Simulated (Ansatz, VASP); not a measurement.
## Ir in VASP and in Ansatz

```
CELL_PARAMETERS angstrom
4.39132 0.00000 0.00000
-2.19566 3.80299 0.00000
0.00000 0.00000 2.70862
ATOMIC_POSITIONS crystal
Ir 0.00000 0.00000 0.00000
Ir 0.33333 0.66667 0.50000
Ir 0.66667 0.33333 0.50000
```

Alike in both runs: task single point; functional PBEsol; k mesh 11 × 11 × 15; occupations fermi-dirac, width 0.1 eV; no spin polarisation.

```csv
,VASP,Ansatz
version,VASP 6.6.1,Ansatz 0.2.0
potentials or method,"VASP PAW PBE potentials, release 64 (Ir)","plane waves (420 eV) with PAW, scalar-relativistic"
plane-wave cutoff (eV),520,420
valence electrons in the cell,27,51
```

VASP gave:

- pressure (GPa): -12.1
- largest component of the traceless stress (GPa): 0.44

Q: What did Ansatz give for the same quantities?

A: Pressure (GPa): -12.7; largest component of the traceless stress (GPa): 0.58.

The functional is the same, so the differences come from potentials, cutoffs and numerics. The two sets of potentials don't hold the same shells in valence. Ansatz warned: «pseudo_functional_mismatch».

Caveats: the PAW data sets were made with another functional, which shifts forces and pressure a little (VASP). Spin-orbit coupling is left out, which matters for the levels of Ir.
